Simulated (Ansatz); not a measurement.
Zincblende CdSe, relaxed with r2SCAN, was run in the plane-wave code Ansatz under altered settings. All numbers are computed, without spin polarisation but where a row says otherwise.

```
Cd Se
1.0
     0.00000    3.06778    3.06778
     3.06778    0.00000    3.06778
     3.06778    3.06778    0.00000
Cd Se
1 1
Direct
  0.00000 0.00000 0.00000
  0.25000 0.25000 0.25000
```

The base run's other keys:
```yaml
kpoints:
  mp_grid: { grid: [4, 4, 4] }
hamiltonian:
  xc: hse06
scf:
  occupations: { method: fixed }
  n_extra_bands: 4
```

It takes 13 iterations with 1139 plane waves at 420 eV and 8 k points, and leaves a mean stress of +0.37 GPa. The gap over this mesh is 1.499 eV.

Outcomes, with energy and stress as changes against the base:

| setting | outcome | ΔF (meV/atom) | Δ mean stress (GPa) | gap on the mesh (eV) | iterations |
| --- | --- | --- | --- | --- | --- |
| scf.exx.ecutfock_ratio: 2 | converged | 0.0 | 0.0 | 1.499 | 13 |
| PBE hybrid, exx coeff 0.1, omega 0.5 1/Å | converged | – | +0.9 | 0.742 | 10 |

A dash marks a value that wasn't obtained or can't be compared. Stress is positive in compression.

- PBE hybrid, exx coeff 0.1, omega 0.5 1/Å. That is 10 % exact exchange, screened with ω = 0.5 1/Å, against HSE06's 25 % screened at 0.208 1/Å. The mean stress moves by +0.9 GPa and the gap on the mesh by -0.757 eV (to 0.742). Totals of different functionals aren't comparable.

Within 1 meV an atom, 0.1 GPa and 0.005 eV of the base stay: scf.exx.ecutfock_ratio: 2.

The runs are scalar-relativistic, without spin-orbit coupling.

The program warns that its thresholds are loose for a hybrid's stress.

The meshes of the hybrids are coarse, so their gaps aren't converged to the digits shown.
